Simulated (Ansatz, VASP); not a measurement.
Given: the input of a run of VASP 6.6.1 on GaP. 

File INCAR:

```
SYSTEM = GaP
PREC     = Accurate       ! precision mode
ENCUT    = 600            ! plane-wave cutoff, eV
EDIFF    = 1E-6           ! SCF threshold, eV
ISMEAR   = -1             ! smearing method
SIGMA    = 0.05           ! smearing width, eV
LREAL    = .False.        ! projectors in reciprocal space
LASPH    = .True.         ! aspherical terms in the spheres
NELM     = 100            ! most SCF steps
ALGO     = Normal         ! electronic algorithm
ISIF     = 3              ! what is computed and relaxed
LWAVE    = .False.        ! write WAVECAR
LCHARG   = .False.        ! write CHGCAR
LNONCOLLINEAR= .True.         ! non-collinear magnetism
MAGMOM   = 0 0 0 0 0 0    ! initial moments
LORBIT   = 11             ! projections on sites
LSORBIT  = .True.         ! spin-orbit coupling
GGA_COMPAT= .False.      
GGA      = PS             ! functional
IBRION   = 2              ! ionic algorithm
NSW      = 40             ! ionic steps
EDIFFG   = -0.01          ! ionic threshold
```

KPOINTS

```
regular mesh
0
Gamma
  6 6 6
  0 0 0
```

POSCAR

```
GaP
1.0
    0.0000000000      2.7252500000      2.7252500000
    2.7252500000      0.0000000000      2.7252500000
    2.7252500000      2.7252500000      0.0000000000
Ga P
1 1
Direct
    0.0000000000      0.0000000000      0.0000000000
    0.7500000000      0.7500000000      0.7500000000
```

Potentials or basis: VASP PAW PBE potentials, release 64 (Ga_d, P).

Run with:

```bash
$ cat potpaw_PBE.64/Ga_d/POTCAR potpaw_PBE.64/P/POTCAR > POTCAR
$ mpirun -np 1 vasp_ncl > vasp.out
```

Set up the same calculation for Ansatz 0.2.0. Potentials or basis there: Ansatz PAW, cutoff 420 eV.

As run (cutoffs and basis follow the program's own potentials, and thresholds, step limits or extra output files can differ):

File input.yaml:

```yaml
crystal:
  lattice:
    - [0.0, 2.72525, 2.72525]
    - [2.72525, 0.0, 2.72525]
    - [2.72525, 2.72525, 0.0]
  atoms:
    - { symbol: Ga, position: [0.0, 0.0, 0.0] }
    - { symbol: P, position: [0.75, 0.75, 0.75] }
hamiltonian:
  xc: pbesol
  pseudopotentials: { kind: paw_fr }
magnetization:
  noncollinear: true
  spin_orbit: true
kpoints:
  mp_grid: { grid: [6, 6, 6] }
scf:
  occupations: { method: fermi_dirac, width: 0.05 }
output:
  forces: true
  stress: true
  eigenvalues: true
relax:
  f_tol: 0.01
  max_steps: 40
  cell: { stress_tol: 0.05 }
```

Potentials or basis: Ansatz PAW.

Command:

```bash
$ ansatz run input.yaml --threads 2 --pin off --max-ram 5632MiB --backend cpu --events-out ev --progress --plain --runs-dir out
```

Both were run:

|  | VASP | Ansatz |
| --- | --- | --- |
| Relaxed volume | 20.09 Å³/atom | 20.11 Å³/atom |
| Relaxed cell | a = 3.845 Å, b = 3.845 Å, c = 3.845 Å, α = 60.00°, β = 60.00°, γ = 60.00° | a = 3.846 Å, b = 3.846 Å, c = 3.846 Å, α = 60.00°, β = 60.00°, γ = 60.00° |
| Space group after relaxing | F-43m (No. 216) | F-43m (No. 216) |
| Pressure after relaxing | -0.1 GPa | 0.0 GPa |

Ansatz's pressure holds a Pulay term of +0.04 GPa for its cutoff of 420 eV, which the other run lacks.

VASP's potentials were made for PBE. Ansatz's potentials were made for PBE.

Where Ansatz's input types no cutoff or centring, it takes its own default and a Γ-centred mesh.

Pressure is positive in compression.
